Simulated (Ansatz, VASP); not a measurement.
## Cross-check of Mg3ZnSeS3 between VASP and Ansatz

Aim: how closely do two programs agree when they are given the same cell, functional and k mesh? The cell is generated by rule, not measured, and may not be a known phase. The cell is taken from a series of runs on this material, whose earlier steps may have relaxed, scaled, displaced or heated it; both programs get it as it stands.

Program: Ansatz 0.2.0. Level of theory: plane waves, with VASP 6.6.1 beside it; relaxation of cell and atoms at LDA. Results are calculated unless marked as measured.

The structure was built from a prototype and need not be the compound's stable phase.

**1. Starting point**

It takes space group P3m1 (No. 156, trigonal). The conventional cell has a = 3.948 Å, b = 3.948 Å, c = 12.913 Å, α = 90.00°, β = 90.00°, γ = 120.00°. Mg has 1 S at 2.42 Å and 3 Se at 2.48 Å nearest. Nearest to Mg lie 4 S at 2.41 to 2.42 Å. Mg has 4 S at 2.41 to 2.43 Å nearest. Nearest to S lie 4 Mg at 2.41 to 2.42 Å. Nearest to S lie 3 Zn at 2.37 Å and 1 Mg at 2.43 Å. Farther neighbours and most contacts between anions are not listed.

Structure file:

```xyz
8
Lattice="3.9482 0.0000 0.0000 -1.9741 3.4193 0.0000 0.0000 0.0000 12.9127" Properties=species:S:1:pos:R:3 pbc="T T T"
Mg    1.9741    1.1398    3.2748
Mg    0.0000    2.2795    6.4938
Mg    1.9741    1.1398    9.7101
S     1.9741    1.1398    5.6963
S     0.0000    2.2795    8.9137
S     1.9741    1.1398   12.1426
Se    0.0000    2.2795    2.3029
Zn    0.0000    2.2795   12.8012
```

**2. VASP: relaxation of cell and atoms, LDA, pair 1**

The relaxed volume is the usual yardstick between codes: in a stiff, nearly cubic crystal its relative difference is about their pressure difference at one cell divided by the bulk modulus.

Lines of VASP's logs that name or quote its potential files are left out, and so is its time.

INCAR reads:

```
SYSTEM = Mg3ZnSeS3
PREC = Accurate
ENCUT = 600
EDIFF = 1E-07
NELM = 120
ISMEAR = 0
SIGMA = 0.01
LREAL = .FALSE.
ALGO = Normal
GGA = PW92
NBANDS = 29
LORBIT = 11
LWAVE = .FALSE.
LCHARG = .FALSE.
ISIF = 3
IBRION = 2
NSW = 80
EDIFFG = -0.005
LASPH = .TRUE.
GGA_COMPAT = .FALSE.
NELMIN = 4
EFERMI = MIDGAP
KPAR = 2
```

POSCAR reads:

```
Mg3ZnSeS3
1.0
    3.9482420000      0.0000000000      0.0000000000
   -1.9741210000      3.4192780000      0.0000000000
    0.0000000000      0.0000000000     12.9127310000
Mg S Se Zn
3 3 1 1
Direct
    0.6666667154      0.3333334309      0.2536120361
    0.3333333821      0.6666667642      0.5028970246
    0.6666667154      0.3333334309      0.7519791127
    0.6666667154      0.3333334309      0.4411389814
    0.3333333821      0.6666667642      0.6903052499
    0.6666667154      0.3333334309      0.9403623447
    0.3333333821      0.6666667642      0.1783447669
    0.3333333821      0.6666667642      0.9913604643
```

KPOINTS reads:

```
Automatic mesh
0
Gamma
9 9 2
0 0 0
```

The projector-augmented-wave data sets are Mg, S, Se and Zn (LDA family, release 64).

Run with:

```console
$ mpirun -np 2 vasp_std
```

Numbers of over 12 decimals in the logs are rounded to 6 here.

Output:

```text
[banner, memory and clock lines left out]
running    2 mpi-ranks, on    1 nodes
 distrk:  each k-point on    1 cores,    2 groups
 distr:  one band on    1 cores,    1 groups

 POSCAR found type information on POSCAR MgS SeZn
 POSCAR found :  4 types and       8 ions
|                                                                             |
|               ----> ADVICE to this user running VASP <----                  |
|                                                                             |
|     You enforced a specific xc type in the INCAR file but a different       |
|     [... a line on the potential file left out ...]
|     I HOPE YOU KNOW WHAT YOU ARE DOING!                                     |
|                                                                             |

 LDA part: xc-table for (Slater(with rela. corr.)+PW92), standard interpolation
 POSCAR, INCAR and KPOINTS ok, starting setup
 FFT: planning ... GRIDC
 FFT: planning ... GRID_SOFT
 FFT: planning ... GRID
 WAVECAR not read
 entering main loop
       N       E                     dE             d eps       ncg     rms          rms(c)
DAV:   1     0.267364658992E+03    0.26736E+03   -0.18663E+04  1392   0.146E+03
DAV:   2    -0.398798166460E+01   -0.27135E+03   -0.25809E+03  1585   0.288E+02
DAV:   3    -0.363809629568E+02   -0.32393E+02   -0.32146E+02  1607   0.101E+02
DAV:   4    -0.373370662779E+02   -0.95610E+00   -0.95390E+00  1848   0.191E+01
DAV:   5    -0.373504334331E+02   -0.13367E-01   -0.13363E-01  1698   0.229E+00    0.910E+00
DAV:   6    -0.354614487912E+02    0.18890E+01   -0.34688E+00  2183   0.410E+01    0.699E+00
DAV:   7    -0.353520837166E+02    0.10937E+00   -0.28481E+00  1610   0.736E+00    0.396E+00
DAV:   8    -0.353263773215E+02    0.25706E-01   -0.21310E-01  1914   0.308E+00    0.104E+00
DAV:   9    -0.353230958300E+02    0.32815E-02   -0.22600E-02  2028   0.193E+00    0.419E-01
DAV:  10    -0.353230994836E+02   -0.36536E-05   -0.18658E-03  1754   0.377E-01    0.214E-01
DAV:  11    -0.353231893337E+02   -0.89850E-04   -0.12079E-03  1617   0.142E-01    0.806E-02
DAV:  12    -0.353231327108E+02    0.56623E-04   -0.14893E-04  1761   0.705E-02    0.449E-02
DAV:  13    -0.353231402842E+02   -0.75734E-05   -0.71267E-05  1787   0.378E-02    0.150E-02
DAV:  14    -0.353231402410E+02    0.43200E-07   -0.99381E-06  1803   0.175E-02    0.974E-03
DAV:  15    -0.353231403044E+02   -0.63391E-07   -0.16478E-06  1681   0.803E-03    0.497E-03
DAV:  16    -0.353231403282E+02   -0.23855E-07   -0.20413E-07  1406   0.326E-03
   1 F= -.35323140E+02 E0= -.35323140E+02  d E =-.353231E+02
[...]
2 F= -.35323849E+02 E0= -.35323849E+02  d E =-.708278E-03
[...]
3 F= -.35323883E+02 E0= -.35323883E+02  d E =-.743038E-03
[...]
4 F= -.35323883E+02 E0= -.35323883E+02  d E =-.742756E-03
[...]
5 F= -.35323918E+02 E0= -.35323918E+02  d E =-.345673E-04
[...]
6 F= -.35323932E+02 E0= -.35323932E+02  d E =-.490709E-04
[...]
7 F= -.35323948E+02 E0= -.35323948E+02  d E =-.159312E-04
 trial-energy change:   -0.000016  1 .order   -0.000016   -0.000021   -0.000011
 step:   2.5010(harm=  2.5010)  dis= 0.00132  next Energy=   -35.323954 (dE=-0.221E-04)
 bond charge predicted
       N       E                     dE             d eps       ncg     rms          rms(c)
DAV:   1    -0.353239767855E+02   -0.28694E-04   -0.22841E-03  1430   0.270E-01    0.342E-02
DAV:   2    -0.353239619941E+02    0.14791E-04   -0.11894E-04  1900   0.114E-01    0.177E-02
DAV:   3    -0.353239563527E+02    0.56413E-05   -0.82640E-06  1675   0.202E-02    0.106E-02
DAV:   4    -0.353239542486E+02    0.21041E-05   -0.27732E-06  1721   0.114E-02    0.351E-03
DAV:   5    -0.353239541164E+02    0.13220E-06   -0.71068E-07  1575   0.529E-03    0.149E-03
DAV:   6    -0.353239541103E+02    0.61427E-08   -0.45289E-08   881   0.155E-03
   8 F= -.35323954E+02 E0= -.35323954E+02  d E =-.219554E-04
 curvature:  -1.75 expect dE=-0.953E-05 dE for cont linesearch -0.228E-08
 trial: gam= 0.27737 g(F)=  0.218E-05 g(S)=  0.327E-05 ort = 0.180E-06 (trialstep = 0.146E+01)
 search vector abs. value=  0.745E-05
 reached required accuracy - stopping structural energy minimisation
```

OUTCAR, selected parts (step 2):

```text
ion  position               nearest neighbor table
   1  0.667  0.333  0.254-   4 2.42   7 2.48   7 2.48   7 2.48
   2  0.333  0.667  0.503-   4 2.41   4 2.41   4 2.41   5 2.42
   3  0.667  0.333  0.752-   5 2.41   5 2.41   5 2.41   6 2.43
   4  0.667  0.333  0.441-   2 2.41   2 2.41   2 2.41   1 2.42
   5  0.333  0.667  0.690-   3 2.41   3 2.41   3 2.41   2 2.42
   6  0.667  0.333  0.940-   8 2.37   8 2.37   8 2.37   3 2.43
   7  0.333  0.667  0.178-   8 2.41   1 2.48   1 2.48   1 2.48
   8  0.333  0.667  0.991-   6 2.37   6 2.37   6 2.37   7 2.41

  LATTYP: Found a hexagonal cell.
 ALAT       =     3.9482420000
 C/A-ratio  =     3.2705014029

 Subroutine GETGRP returns: Found  6 space group operations
 (whereof  6 operations were pure point group operations)

The static configuration has the point symmetry C_3v.

 Found     24 irreducible k-points:

   k-points           NKPTS =     24   k-points in BZ     NKDIM =     24   number of bands    NBANDS=     29

   dimension x,y,z NGX =    32 NGY =   32 NGZ =  108
   dimension x,y,z NGXF=    64 NGYF=   64 NGZF=  216

   ENCUT  =  600.0 eV  44.10 Ry    6.64 a.u.   7.89  7.89 25.79*2*pi/ulx,y,z

   NELECT =      42.0000    total number of electrons

 k-points in reciprocal lattice and weights: Automatic mesh
   0.00000000  0.00000000  0.00000000       0.006
   0.11111111 -0.00000000  0.00000000       0.037
   0.22222222 -0.00000000  0.00000000       0.037
   0.33333333 -0.00000000  0.00000000       0.037
   0.44444444 -0.00000000  0.00000000       0.037
   0.11111111  0.11111111  0.00000000       0.037
   0.22222222  0.11111111  0.00000000       0.074
   0.33333333  0.11111111  0.00000000       0.074
   0.44444444  0.11111111  0.00000000       0.037
[...]
0.33333333  0.22222222  0.50000000       0.074
   0.33333333  0.33333333  0.50000000       0.012

 average (electrostatic) potential at core
       1 -38.2890       2 -38.5267       3 -38.4621       4 -88.6956       5 -88.6360
       6 -89.1016       7 -60.7879       8 -37.5424

 E-fermi :   2.8753

 k-point     1 :       0.0000    0.0000    0.0000
  band No.  band energies     occupation
    ...
     17       1.1515      2.00000
     18       1.1515      2.00000
     19       1.4070      2.00000
     20       1.8282      2.00000
     21       1.8282      2.00000
     22       3.9225      0.00000
     23       5.2366      0.00000
     24       5.9326      0.00000
     25       6.4008      0.00000
     26       8.1036      0.00000
    ...

 k-point     2 :       0.1111   -0.0000    0.0000
  band No.  band energies     occupation
    ...
     17       0.7999      2.00000
     18       1.0115      2.00000
     19       1.2502      2.00000
     20       1.4061      2.00000
     21       1.7461      2.00000
     22       4.5465      0.00000
     23       5.7086      0.00000
     24       6.3482      0.00000
     25       6.8574      0.00000
     26       7.4833      0.00000
    ...

 k-point     3 :       0.2222   -0.0000    0.0000
  band No.  band energies     occupation
    ...
     17       0.4528      2.00000
     18       0.5832      2.00000
     19       0.7387      2.00000
     20       1.1976      2.00000
     21       1.5458      2.00000
     22       5.3509      0.00000
     23       6.1653      0.00000
     24       6.4582      0.00000
     25       6.8617      0.00000
     26       7.4949      0.00000
    ...

  Total        0.0133765      0.0133765      0.0135578     -0.0000000     -0.0000000      0.0000000
  in kB        0.1234731      0.1234731      0.1251469     -0.0000000     -0.0000000      0.0000000
  external PRESSURE =       0.1240310 kB  Pullay stress =       0.0000000 kB

  energy-cutoff  :      600.00
  volume of cell :      173.57
      direct lattice vectors                 reciprocal lattice vectors
     3.945220072 -0.000000000  0.000000000     0.253471285  0.146341709  0.000000000
    -1.972610036  3.416660933 -0.000000000     0.000000000  0.292683418 -0.000000000
    -0.000000000  0.000000000 12.876798894    -0.000000000  0.000000000  0.077659052

 POSITION                                       TOTAL-FORCE (eV/Angst)
 -----------------------------------------------------------------------------------
      1.97261      1.13889      3.26334         0.000000     -0.000000     -0.002882
     -0.00000      2.27777      6.47441         0.000000     -0.000000      0.001344
      1.97261      1.13889      9.68497         0.000000     -0.000000     -0.003238
      1.97261      1.13889      5.68080         0.000000      0.000000      0.003402
     -0.00000      2.27777      8.89056         0.000000     -0.000000     -0.000408
      1.97261      1.13889     12.10869        -0.000000     -0.000000      0.003104
     -0.00000      2.27777      2.29942        -0.000000     -0.000000     -0.001731
     -0.00000      2.27777     12.76262        -0.000000      0.000000      0.000409
 -----------------------------------------------------------------------------------
    total drift:                                0.000001     -0.000738     -0.000185

  FREE ENERGIE OF THE ION-ELECTRON SYSTEM (eV)
  ---------------------------------------------------
  free  energy   TOTEN  =       -35.3239541103 eV

  energy  without entropy=      -35.3239541103  energy(sigma->0) =      -35.32395411

 reached required accuracy - stopping structural energy minimisation

 total charge
# of ion       s       p       d       tot
------------------------------------------
    1        0.187   0.172   0.042   0.401
    2        0.176   0.163   0.043   0.382
    3        0.178   0.163   0.043   0.384
    4        1.311   2.509   0.000   3.820
    5        1.310   2.511   0.000   3.821
    6        1.314   2.422   0.000   3.736
    7        1.435   2.543   0.017   3.995
    8        0.524   0.455   9.796  10.776
--------------------------------------------------
tot          6.435  10.938   9.941  27.314

[... 3 further parts left out ...]
```

CONTCAR:

```
Mg3ZnSeS3
   1.00000000000000
     3.9452200720752457   -0.0000000000000000    0.0000000000000000
    -1.9726100360376229    3.4166609333551290   -0.0000000000000000
    -0.0000000000000000    0.0000000000000000   12.8767988940481199
  Mg              S               Se              Zn
     3     3     1     1
Direct
     0.6666667153999981    0.3333334308999980    0.2534278220725475
     0.3333333821000011    0.6666667642000021    0.5027966587883947
     0.6666667153999981    0.3333334308999980    0.7521252522689944
     0.6666667153999981    0.3333334308999980    0.4411652809174760
     0.3333333821000011    0.6666667642000021    0.6904325542252264
     0.6666667153999981    0.3333334308999980    0.9403490099226667
     0.3333333821000011    0.6666667642000021    0.1785704526402462
     0.3333333821000011    0.6666667642000021    0.9911329497644499
```

The run keeps the 6 symmetry operations of its start, so it cannot find a distortion of lower symmetry.

(Continued in part 2 of 2.)

[Lines on the potential files, build, host, timing and source positions are cut from VASP's logs without a mark.]

[Logs are printed without paths, hosts, clocks, repeated set-up lines and the standing remarks that a program may print on its own settings, such as how far it seeks lower states.]

[Hosts, paths, dates, database ids (printed as entryN), source tags and the programs' standing remarks are cut or masked in the printed files.]
